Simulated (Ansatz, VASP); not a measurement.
# Al35N36 (V_Al) in two plane-wave programs, part 2 of 3

Aim: how closely do two programs agree when they are given the same cell, functional and k mesh? Of the first pair: The structure shown is the start of the Ansatz relaxation below; VASP solves that cell, so the two are compared at the walk's first step.

VASP 6.6.1 and Ansatz 0.2.0.

So far: The structure; Ansatz: relaxation, r2SCAN.

### 3. VASP: single point, r2SCAN, start cell, pair 1

Level of this step: r2SCAN, spin-polarised from a ferrimagnetic start; plane waves and PAW (Al, N) (VASP).

The same cell, functional and mesh now go to VASP, with its own data sets.

Lines of VASP's logs that name or quote its potential files are left out, and so is its time.

File INCAR:

```
SYSTEM = Al35N36
PREC = Accurate
ENCUT = 580
EDIFF = 1E-06
NELM = 200
ISMEAR = 0
SIGMA = 0.01
LREAL = Auto
ALGO = Normal
METAGGA = R2SCAN
LASPH = .TRUE.
NELECT = 284
NBANDS = 192
ISPIN = 2
MAGMOM = 0 -0 0 0 -0 -0 -0 0 0 0 -0 0 0 0 -0 0 0 -0 -0 -0 -0 -0 0 -0 -0 0 0 0 0 -0 0 0 -0 0 0 0 0.01 -0 0 0.57 0.01 0.04 0 0 0 0 0 0 -0.01 0 0 -0.55 0.01 0.04 0.56 0.58 0.01 0.04 0 0.06 -0 0 -0 0 -0.01 0 0 0 0.01 -0 0
LORBIT = 11
LWAVE = .FALSE.
LCHARG = .FALSE.
ISIF = 2
ISYM = 0
NUPDOWN = 2
GGA_COMPAT = .FALSE.
LMIXTAU = .TRUE.
NCORE = 2
```

File POSCAR:

```
Al35N36
1.0
    9.3195655359      0.0000000860      0.0000000000
   -4.6597828424      8.0709804634      0.0000000000
    0.0000000000      0.0000000000      9.9564777190
Al N
35 36
Direct
    0.2267739445      0.1169349851      0.2503606266
    0.1113350256      0.2173180815      0.4978293670
    0.2211873708      0.1064223839      0.7465568859
    0.1155137503      0.2263577515      0.0026354984
    0.2176709891      0.4408574643      0.2464234912
    0.1094032395      0.5495927057      0.4989430138
    0.2227220304      0.4396336972      0.7479840974
    0.1121371624      0.5535227115      0.0039431898
    0.2206347168      0.7718002799      0.2494609108
    0.1086813870      0.8916216590      0.5023739460
    0.2253855785      0.7750815417      0.7512169676
    0.1077647415      0.8863545171      0.9954531391
    0.5523790412      0.1114512613      0.2535170641
    0.4459353256      0.2274182139      0.5021322943
    0.5536128373      0.1067498498      0.7531612295
    0.4472422530      0.2220737579      0.0038416478
    0.5507397877      0.4453009110      0.2504039150
    0.5537018949      0.4469893055      0.7460801108
    0.4413288179      0.5575476217      0.0023943488
    0.5601590063      0.7799877574      0.2462422022
    0.4470366569      0.8871079535      0.4960650884
    0.5596660153      0.7809136672      0.7459831890
    0.4490012739      0.8879198747      0.9980736442
    0.8837874396      0.1088512019      0.2467654797
    0.7775273540      0.2251991491      0.5036938907
    0.8906901181      0.1171181033      0.7491100980
    0.7825457028      0.2214802701      0.9982902870
    0.8856887987      0.4415883473      0.2537378249
    0.7797000052      0.5615777356      0.4990107084
    0.8840913870      0.4443015245      0.7472276050
    0.7763944691      0.5530197915      0.9950210586
    0.8837781872      0.7751433611      0.2524389720
    0.7824170746      0.8909984314      0.5029239397
    0.8923782298      0.7820169993      0.7530318664
    0.7794797511      0.8845838452      0.9997546603
    0.2259763979      0.1098016511      0.4430555789
    0.1147891984      0.2210565368      0.1874967285
    0.2242340385      0.1073380099      0.9388015786
    0.1052365143      0.2209726562      0.6901855449
    0.2241998542      0.4466899650      0.4357869442
    0.1079183563      0.5550349194      0.1862142469
    0.2213716755      0.4412984268      0.9446712246
    0.1089638271      0.5517629501      0.6864345196
    0.2277947494      0.7805484116      0.4425922625
    0.1085534642      0.8851316173      0.1943402129
    0.2196187792      0.7724080128      0.9429014221
    0.1055819874      0.8848114580      0.6884956903
    0.5548807901      0.1160976608      0.4406923938
    0.4423719761      0.2262402902      0.1905165716
    0.5504139303      0.1113231480      0.9414289134
    0.4460979836      0.2234856062      0.6855759831
    0.5494778874      0.4421727904      0.4410549718
    0.4393018300      0.5501093680      0.1911723256
    0.5571367095      0.4410825882      0.9374881623
    0.4469269666      0.5613532311      0.6886720579
    0.5559537642      0.7819090854      0.4369972115
    0.4479023101      0.8947077736      0.1887533978
    0.5524279117      0.7739137743      0.9441607027
    0.4428515677      0.8915302168      0.6940310816
    0.8901177941      0.1156335253      0.4436916473
    0.7797883710      0.2283013744      0.1903180074
    0.8917757696      0.1139814335      0.9361605844
    0.7784066972      0.2178093406      0.6927176653
    0.8869905476      0.4389345185      0.4382473524
    0.7729579926      0.5560857140      0.1919412722
    0.8891980931      0.4392410488      0.9404584899
    0.7768226047      0.5596233263      0.6878452595
    0.8858553636      0.7791805410      0.4369771241
    0.7763693918      0.8900705392      0.1949590061
    0.8843513614      0.7723669946      0.9421418161
    0.7827590703      0.8922202160      0.6932784058
```

File KPOINTS:

```
Points of the shifted mesh
1
Reciprocal
 0.2500000000  0.2500000000  0.2500000000 1
```

Potentials, in the order of the species: Al and N (PBE family, release 64).

Launch:

```console
> mpirun -np 8 vasp_std
```

Numbers of over 12 decimals in the logs are rounded to 6 here.

What it wrote:

```text
[banner, memory and clock lines left out]
running    8 mpi-ranks, on    1 nodes
[...]
|                                                                             |
|               ----> ADVICE to this user running VASP <----                  |
|                                                                             |
|     You enforced a specific xc type in the INCAR file but a different       |
|     [... a line on the potential file left out ...]
|     I HOPE YOU KNOW WHAT YOU ARE DOING!                                     |
|                                                                             |

 LDA part: xc-table for (None), standard interpolation
 POSCAR, INCAR and KPOINTS ok, starting setup
[...]
entering main loop
       N       E                     dE             d eps       ncg     rms          rms(c)
DAV:   1     0.115122128258E+04    0.11512E+04   -0.14584E+05   768   0.151E+03
DAV:   2    -0.681245413768E+03   -0.18325E+04   -0.17646E+04   960   0.303E+02
DAV:   3    -0.826190308263E+03   -0.14494E+03   -0.14351E+03   928   0.920E+01
DAV:   4    -0.828644423193E+03   -0.24541E+01   -0.24442E+01   912   0.125E+01
DAV:   5    -0.828696765927E+03   -0.52343E-01   -0.52280E-01   912   0.173E+00BRMIX: very serious problems
 the old and the new charge density differ
 old charge density:   285.00000 new  284.00000
    0.525E+01
DAV:   6    -0.706874665379E+03    0.12182E+03   -0.28512E+02   880   0.336E+01    0.236E+01
DAV:   7    -0.680465630060E+03    0.26409E+02   -0.14990E+01   872   0.111E+01    0.134E+01
DAV:   8    -0.706702941994E+03   -0.26237E+02   -0.93917E+00   800   0.998E+00    0.759E+00
DAV:   9    -0.672911384092E+03    0.33792E+02   -0.88559E+00   800   0.859E+00    0.229E+00
[...]
DAV:  19    -0.680205118439E+03   -0.52236E-04   -0.23189E-05   864   0.138E-02    0.203E-02
DAV:  20    -0.680205132889E+03   -0.14450E-04   -0.38287E-06   728   0.608E-03    0.132E-02
DAV:  21    -0.680205133661E+03   -0.77254E-06   -0.11989E-06   560   0.400E-03
   1 F= -.68020513E+03 E0= -.68020513E+03  d E =-.544400E-36  mag=     2.0000
```

Parts of OUTCAR (step 3):

```text
  FREE ENERGIE OF THE ION-ELECTRON SYSTEM (eV)
  ---------------------------------------------------
  free  energy   TOTEN  =      -680.2051336614 eV

  energy  without entropy=     -680.2051336614  energy(sigma->0) =     -680.20513366

 magnetization (x)
# of ion       s       p       d       tot
------------------------------------------
    1        0.000   0.000   0.000   0.000
    2       -0.001   0.000   0.000  -0.001
    3       -0.000   0.000   0.000   0.000
    4       -0.000   0.001   0.000   0.001
    5       -0.002  -0.003   0.000  -0.005
    6       -0.002  -0.002   0.000  -0.004
    7       -0.003  -0.003   0.000  -0.006
    8       -0.000   0.001   0.000   0.001
    9       -0.000  -0.000   0.000  -0.000
   10        0.000   0.000   0.000   0.000
   11        0.000   0.000   0.000   0.000
   12        0.000   0.000   0.000   0.000
   13       -0.000  -0.000   0.000  -0.000
[...]
--------------------------------------------------
tot          0.062   1.289   0.000   1.351
```

The run ends at a pressure of -1.62 GPa, with forces up to 2.3 eV/Å.

### 4. Side by side

Known differences besides the potentials themselves: VASP starts from the moments at which Ansatz ended; VASP keeps PBE cores, Ansatz makes them for the functional; fixed occupations in Ansatz, narrow Gaussian smearing in VASP; the cutoff is 500 eV in Ansatz and 580 eV in VASP (PREC = Accurate, projectors in real space). Total energies have different zeros and are not compared.

Forces on 7 of the 71 atoms, those with the largest forces and the largest differences (eV/Å; atoms numbered as in POSCAR):

```csv
atom,"Ansatz x, y, z","VASP x, y, z"
Al4,"0.297, -1.581, -1.108","0.296, -1.591, -1.107"
Al6,"-0.020, 1.983, 0.574","-0.030, 1.988, 0.563"
Al21,"-1.798, 0.444, 1.416","-1.808, 0.455, 1.425"
N40,"-1.156, -1.754, -0.382","-1.179, -1.775, -0.384"
N41,"0.378, -0.704, 1.629","0.379, -0.709, 1.645"
N52,"1.665, 0.439, -0.632","1.690, 0.429, -0.647"
N56,"1.253, 1.385, -0.395","1.259, 1.410, -0.402"
```

The forces differ by 7.4 meV/Å r.m.s., which is 1.0 % of the r.m.s. force of 0.764 eV/Å (both taken over all components). Moments aren't recorded for both runs of this pair, so they may hold unlike magnetic states. The cell carries a charge of +1 e against a uniform background, so its pressure also hangs on how the neutralising background is counted, and in a defect's cell a gap may be the spacing between its levels.

### 5. Ansatz: relaxation, r2SCAN

This run makes the geometry at which the two programs are then compared.

The structure compared here is the end of the Ansatz relaxation.

File input.yaml:

```yaml
crystal:
  lattice:
    - [9.31956554, 9.0e-08, 0.0]
    - [-4.65978284, 8.07098046, 0.0]
    - [0.0, 0.0, 9.95647772]
  atoms:
    - { symbol: Al, position: [0.22222222, 0.11111111, 0.24960167] }
    - { symbol: Al, position: [0.11111111, 0.22222222, 0.49960167] }
    - { symbol: "N", position: [0.22222222, 0.11111111, 0.44039833] }
    - { symbol: "N", position: [0.11111111, 0.22222222, 0.19039833] }
    - { symbol: Al, position: [0.22222222, 0.11111111, 0.74960167] }
    - { symbol: Al, position: [0.11111111, 0.22222222, 0.99960167] }
    - { symbol: "N", position: [0.22222222, 0.11111111, 0.94039833] }
    - { symbol: "N", position: [0.11111111, 0.22222222, 0.69039833] }
    - { symbol: Al, position: [0.22222222, 0.44444444, 0.24960167] }
    - { symbol: Al, position: [0.11111111, 0.55555556, 0.49960167] }
    - { symbol: "N", position: [0.22222222, 0.44444444, 0.44039833] }
    - { symbol: "N", position: [0.11111111, 0.55555556, 0.19039833] }
    - { symbol: Al, position: [0.22222222, 0.44444444, 0.74960167] }
    - { symbol: Al, position: [0.11111111, 0.55555556, 0.99960167] }
    - { symbol: "N", position: [0.22222222, 0.44444444, 0.94039833] }
    - { symbol: "N", position: [0.11111111, 0.55555556, 0.69039833] }
    - { symbol: Al, position: [0.22222222, 0.77777778, 0.24960167] }
    - { symbol: Al, position: [0.11111111, 0.88888889, 0.49960167] }
    - { symbol: "N", position: [0.22222222, 0.77777778, 0.44039833] }
    - { symbol: "N", position: [0.11111111, 0.88888889, 0.19039833] }
    - { symbol: Al, position: [0.22222222, 0.77777778, 0.74960167] }
    - { symbol: Al, position: [0.11111111, 0.88888889, 0.99960167] }
    - { symbol: "N", position: [0.22222222, 0.77777778, 0.94039833] }
    - { symbol: "N", position: [0.11111111, 0.88888889, 0.69039833] }
    - { symbol: Al, position: [0.55555556, 0.11111111, 0.24960167] }
    - { symbol: Al, position: [0.44444444, 0.22222222, 0.49960167] }
    - { symbol: "N", position: [0.55555556, 0.11111111, 0.44039833] }
    - { symbol: "N", position: [0.44444444, 0.22222222, 0.19039833] }
    - { symbol: Al, position: [0.55555556, 0.11111111, 0.74960167] }
    - { symbol: Al, position: [0.44444444, 0.22222222, 0.99960167] }
    - { symbol: "N", position: [0.55555556, 0.11111111, 0.94039833] }
    - { symbol: "N", position: [0.44444444, 0.22222222, 0.69039833] }
    - { symbol: Al, position: [0.55555556, 0.44444444, 0.24960167] }
    - { symbol: "N", position: [0.55555556, 0.44444444, 0.44039833] }
    - { symbol: "N", position: [0.44444444, 0.55555556, 0.19039833] }
    - { symbol: Al, position: [0.55555556, 0.44444444, 0.74960167] }
    - { symbol: Al, position: [0.44444444, 0.55555556, 0.99960167] }
    - { symbol: "N", position: [0.55555556, 0.44444444, 0.94039833] }
    - { symbol: "N", position: [0.44444444, 0.55555556, 0.69039833] }
    - { symbol: Al, position: [0.55555556, 0.77777778, 0.24960167] }
    - { symbol: Al, position: [0.44444444, 0.88888889, 0.49960167] }
    - { symbol: "N", position: [0.55555556, 0.77777778, 0.44039833] }
    - { symbol: "N", position: [0.44444444, 0.88888889, 0.19039833] }
    - { symbol: Al, position: [0.55555556, 0.77777778, 0.74960167] }
    - { symbol: Al, position: [0.44444444, 0.88888889, 0.99960167] }
    - { symbol: "N", position: [0.55555556, 0.77777778, 0.94039833] }
    - { symbol: "N", position: [0.44444444, 0.88888889, 0.69039833] }
    - { symbol: Al, position: [0.88888889, 0.11111111, 0.24960167] }
    - { symbol: Al, position: [0.77777778, 0.22222222, 0.49960167] }
    - { symbol: "N", position: [0.88888889, 0.11111111, 0.44039833] }
    - { symbol: "N", position: [0.77777778, 0.22222222, 0.19039833] }
    - { symbol: Al, position: [0.88888889, 0.11111111, 0.74960167] }
    - { symbol: Al, position: [0.77777778, 0.22222222, 0.99960167] }
    - { symbol: "N", position: [0.88888889, 0.11111111, 0.94039833] }
    - { symbol: "N", position: [0.77777778, 0.22222222, 0.69039833] }
    - { symbol: Al, position: [0.88888889, 0.44444444, 0.24960167] }
    - { symbol: Al, position: [0.77777778, 0.55555556, 0.49960167] }
    - { symbol: "N", position: [0.88888889, 0.44444444, 0.44039833] }
    - { symbol: "N", position: [0.77777778, 0.55555556, 0.19039833] }
    - { symbol: Al, position: [0.88888889, 0.44444444, 0.74960167] }
    - { symbol: Al, position: [0.77777778, 0.55555556, 0.99960167] }
    - { symbol: "N", position: [0.88888889, 0.44444444, 0.94039833] }
    - { symbol: "N", position: [0.77777778, 0.55555556, 0.69039833] }
    - { symbol: Al, position: [0.88888889, 0.77777778, 0.24960167] }
    - { symbol: Al, position: [0.77777778, 0.88888889, 0.49960167] }
    - { symbol: "N", position: [0.88888889, 0.77777778, 0.44039833] }
    - { symbol: "N", position: [0.77777778, 0.88888889, 0.19039833] }
    - { symbol: Al, position: [0.88888889, 0.77777778, 0.74960167] }
    - { symbol: Al, position: [0.77777778, 0.88888889, 0.99960167] }
    - { symbol: "N", position: [0.88888889, 0.77777778, 0.94039833] }
    - { symbol: "N", position: [0.77777778, 0.88888889, 0.69039833] }
  host:
    repeats: [3, 3, 2]
    atoms:
      - { symbol: Al, position: [0.66666667, 0.33333333, 0.49920333] }
      - { symbol: Al, position: [0.33333333, 0.66666667, 0.99920333] }
      - { symbol: "N", position: [0.66666667, 0.33333333, 0.88079667] }
      - { symbol: "N", position: [0.33333333, 0.66666667, 0.38079667] }
total_charge: 1
basis:
  ecutwfc: 500
  xc_grid: 2
hamiltonian:
  xc: r2scan
  pseudopotentials: { kind: paw, azcp: { folder: soft_1 } }
kpoints:
  mp_grid: { grid: [1, 1, 1], shift: [0.25, 0.25, 0.25] }
magnetization:
  spin_polarized: true
  initial_magnetization: 2
  spin_locking: { lock_magnetization: hard }
scf:
  occupations: { method: fixed }
  max_iter: 100
output:
  forces: true
  charged_corrections:
    epsilon: [4.49, 4.49, 4.72]
    static_epsilon: [8.15, 8.15, 9.65]
    defect_position: [0.444444, 0.555556, 0.499602]
relax:
  f_tol: 0.02
  max_steps: 80
  random_displacement: { amplitude: 0.05, seed: 5769 }
checkpoint:
  write: "../qp1_M2.relax.run"
  compress: false
  write_wavefunctions: true
  write_every: 100000
```

Launch:

```console
> ansatz run input.yaml --threads 4 --pin off --max-ram 15073MiB --backend cpu --events-out ev --progress --plain --runs-dir out
```

What it wrote:

```text
[...]
Crystal: 71 atoms, lattice volume = 748.907 Å³
Basis set: ecut = 500 eV, 18913 PW (Γ), exchange–correlation on 144×144×150 points (8 copies of the dense FFT grid, shifted against one another)
Bands: 214, of which v1, the nominal top of the filled ones, is band 142 counted from 1 (141 counted from 0)
Symmetry: 1 space group operations
k-points: 1
[...]
Starting moments: Σ|m| = 2 μB on 71 of 71 sites
[...]
- { symbol: Al, position: [0.110125, 0.556067, 0.999302] }
    - { symbol: N, position: [0.221059, 0.443905, 0.941327] }
    - { symbol: N, position: [0.110896, 0.555840, 0.690899] }
[...]
- { symbol: Al, position: [0.888715, 0.777639, 0.248836] }
    - { symbol: Al, position: [0.783370, 0.890551, 0.502117] }
    - { symbol: N, position: [0.889195, 0.778126, 0.440146] }
    - { symbol: N, position: [0.778501, 0.888766, 0.189026] }
    - { symbol: Al, position: [0.889492, 0.777948, 0.751222] }
    - { symbol: Al, position: [0.779031, 0.889431, 0.999345] }
    - { symbol: N, position: [0.888990, 0.777958, 0.940530] }
    - { symbol: N, position: [0.778592, 0.888733, 0.690882] }
```

(Continued in part 3 of 3.)

[Lines on the potential files, build, host, timing and source positions are cut from VASP's logs without a mark.]

[Logs are printed without paths, hosts, clocks, repeated set-up lines and the standing remarks that a program may print on its own settings, such as how far it seeks lower states.]

[Hosts, paths, dates, database ids (printed as entryN), source tags and the programs' standing remarks are cut or masked in the printed files.]
